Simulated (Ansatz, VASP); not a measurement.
## Zn in VASP and in Ansatz

The input INCAR:

```
SYSTEM = Zn
  PREC = Accurate
  ENCUT = 520
  EDIFF = 1E-6
  ISMEAR = 0
  SIGMA = 0.6
  LREAL = .False.
  LASPH = .True.
  NELM = 100
  ALGO = Normal
  ISIF = 2
  LWAVE = .False.
  LCHARG = .True.
  GGA = PE
  LELF = .True.
  LVHAR = .True.
  NBANDS = 19
```

KPOINTS

```
regular mesh
0
Gamma
  14 14 7
  0 0 0
```

POSCAR

```
Zn
1.0
    2.6556370042      0.0000000000      0.0000000000
   -1.3278185021      2.2998491089      0.0000000000
    0.0000000000      0.0000000000      4.9624616040
Zn
2
Direct
    0.3333333333      0.6666666667      0.2500000000
    0.6666666667      0.3333333333      0.7500000000
```

Input for Ansatz:

```yaml
crystal:
  lattice:
    - [2.6556370042, 0.0, 0.0]
    - [-1.3278185021, 2.2998491089, 0.0]
    - [0.0, 0.0, 4.962461604]
  atoms:
    - { symbol: Zn, position: [0.3333333333, 0.6666666667, 0.25] }
    - { symbol: Zn, position: [0.6666666667, 0.3333333333, 0.75] }
hamiltonian:
  xc: pbe
  pseudopotentials:
    kind: paw
    azcp:
      Zn: "pseudopotentials/Zn.paw.azcp"
basis:
  ecutwfc: 420
  fft_grid_basis: typed
kpoints:
  mp_grid: { grid: [14, 14, 7], shift: [0, 0, 0] }
magnetization:
  spin_polarized: false
scf:
  occupations: { method: gaussian, width: 0.6 }
  lower_state_search: "off"
output:
  stress: true
```

Alike in both runs: task single point; functional PBE; k mesh 14 × 14 × 7; occupations gaussian, width 0.6 eV; no spin polarisation.

|  | VASP | Ansatz |
| --- | --- | --- |
| version | VASP 6.6.1 | Ansatz 0.2.0 |
| potentials or method | VASP PAW PBE potentials, release 64 (Zn) | plane waves (420 eV) with PAW, scalar-relativistic |
| plane-wave cutoff (eV) | 520 | 420 |
| valence electrons in the cell | 24 | 24 |

Ansatz gave:

| Item | Value |
| --- | --- |
| pressure (GPa) | 0.4 |
| largest component of the traceless stress (GPa) | 0.09 |

Question: What did VASP give for the same quantities?

Answer: Pressure (GPa): 0.8; largest component of the traceless stress (GPa): 0.25.

With one functional, cell and mesh, what is left measures potentials, basis and numerics.
